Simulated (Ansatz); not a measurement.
Re: from a trial structure to a relaxed crystal

All numbers below come from DFT PBE, scalar-relativistic, plane waves, PAW in Ansatz 0.2.0.

Re was placed on the sites of a reported S cell (R-3, No. 148), at a guessed volume.

Input of the last, converged step (default PAW datasets):

```yaml
crystal:
  lattice:
    - [4.0666239237, 2.347866417, 1.6300827126]
    - [-4.0666239237, 2.347866417, 1.6300827126]
    - [0.0, -4.6957328341, 1.6300827126]
  atoms:
    - { symbol: Re, position: [0.4368059164, 0.25, 0.0631940836] }
    - { symbol: Re, position: [0.0631940836, 0.4368059164, 0.25] }
    - { symbol: Re, position: [0.25, 0.0631940836, 0.4368059164] }
    - { symbol: Re, position: [0.5631940836, 0.75, 0.9368059164] }
    - { symbol: Re, position: [0.9368059164, 0.5631940836, 0.75] }
    - { symbol: Re, position: [0.75, 0.9368059164, 0.5631940836] }
basis:
  ecutwfc: 420
kpoints:
  mp_grid: { grid: [9, 9, 9] }
hamiltonian:
  xc: pbe
scf:
  occupations: { method: gaussian, width: 0.1 }
output:
  forces: true
  stress: true
  eigenvalues: true
relax:
  adjacent_minimum: "off"
  f_tol: 0.01
  max_steps: 80
  cell: { stress_tol: 0.05 }
```

It can be run as:

```bash
ansatz run input.yaml --threads 1 --pin off --backend cpu --events-out ev --progress --plain --runs-dir out  # memory cap (--max-ram) not shown
```

End of the output:

```
SCF converged after 7 iterations
Free energy (F): -65205.595818 eV
Harris-Foulkes:  -65205.595818 eV  (|F-HF|=7.28e-12)
Internal energy: -65205.567737 eV  (E = F + TS)
E sigma→0 (E₀):  -65205.581778 eV
Entropy (-TS):   -0.028081 eV (-4.680 meV/atom)
Fermi energy:    22.847792 eV
--- Per-component energies (eV) ---
  E_band       = -554.270519
  E_kinetic    = 3241.680258
  E_local      = -4940.579292  (includes V_loc(G=0)·N_el)
  E_nonlocal   = 297.198421
  E_hartree    = 1764.821038
  E_xc         = -2420.280639
  E_vxc        = -1819.968724  (∫ρ·V_xc dr)
  E_paw        = -51955.352419  (= ΣΔE_a)
  E_vpaw       = -862.242809  (= ΣTr[D̂ρ^β])
  E_aug_tail   = -0.000449  (compensation charges beyond the density's cutoff)
  E_ewald      = -11193.054655
  E_smearing   = -0.028081  (= −TS)
  E_closure    = 0.000000  (closes the sum)
  Σ components = -65205.595818   (vs F -65205.595818, Δ=0.00e0)
--- Forces (eV/Å), atoms counted from 1 ---
  atom   1  Re    -0.00081525    -0.00141205     0.00000000
  atom   2  Re     0.00163049     0.00000000     0.00000000
  atom   3  Re    -0.00081525     0.00141205     0.00000000
  atom   4  Re     0.00081525     0.00141205     0.00000000
  atom   5  Re    -0.00163049     0.00000000     0.00000000
  atom   6  Re     0.00081525    -0.00141205     0.00000000
  max |Σ_I F_I| component: 1.27e-17 eV/Å
--- Stress (GPa, compression-positive) ---
        0.016593       0.000000       0.000000
        0.000000       0.016593       0.000000
        0.000000       0.000000       0.015731
  P = ⅓ Tr σ = 0.0163 GPa (0.163 kbar)
--- Relaxed structure (4 steps of the walk, 4 accepted, 1 SCFs on fresh bases) ---
  F+E_penalty+E_count = -65205.59581841 eV   max|allowed force component| = 1.630e-3 eV/Å   (the final SCF, on the basis selected at the relaxed cell)
  cell:  # Å, volume = 93.3654 Å³
    - [4.067775, 2.348531, 1.628852]
    - [-4.067775, 2.348531, 1.628852]
    - [0.000000, -4.697062, 1.628852]
  atoms:
    - { symbol: Re, position: [0.436651, 0.250000, 0.063349] }
    - { symbol: Re, position: [0.063349, 0.436651, 0.250000] }
    - { symbol: Re, position: [0.250000, 0.063349, 0.436651] }
    - { symbol: Re, position: [0.563349, 0.75, 0.936651] }
    - { symbol: Re, position: [0.936651, 0.563349, 0.750000] }
    - { symbol: Re, position: [0.75, 0.936651, 0.563349] }
```

Total energies depend on the potentials used, so only differences within one code and one set of settings carry meaning.

The result has space group R-3c (No. 167). Around Re lie 6 Re at 2.63–2.69 Å and 4 Re at 2.88 Å.

It lies 0.48 eV/atom above the element's standard state at the same level.

The k mesh leaves about 4 meV/atom of noise in metals. Spin–orbit coupling is left out.

A structure relaxed within its symmetry needn't be a true minimum.